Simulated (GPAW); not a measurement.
Crystal: InPd.

```
In Pd
1.0
     3.27188    0.00000    0.00000
     0.00000    3.27188    0.00000
     0.00000    0.00000    3.27188
In Pd
1 1
Direct
  0.00000 0.00000 0.00000
  0.50000 0.50000 0.50000
```

The cell comes from a database or a generator and needn't be the stable form of this composition.

Base run:

| Item | Value |
| --- | --- |
| Program | GPAW 26.7.0 |
| Functional | LDA |
| Potentials or basis | the program's PAW data sets (release 1.2.1) made for this functional |
| Cutoff | 600 eV |
| Basis | pw |
| k mesh | 8 × 8 × 8 |
| Occupations | fermi-dirac, width 0.05 eV |
| Spin | no spin polarisation |

Its results: pressure -7.2 GPa.

The run is repeated on the same cell with these changes: functional from LDA to revPBE. What comes out?

Pressure 5.8 GPa.

revPBE binds less tightly than LDA, so the same cell stands under more pressure.

Not every run made on this cell is shown here.
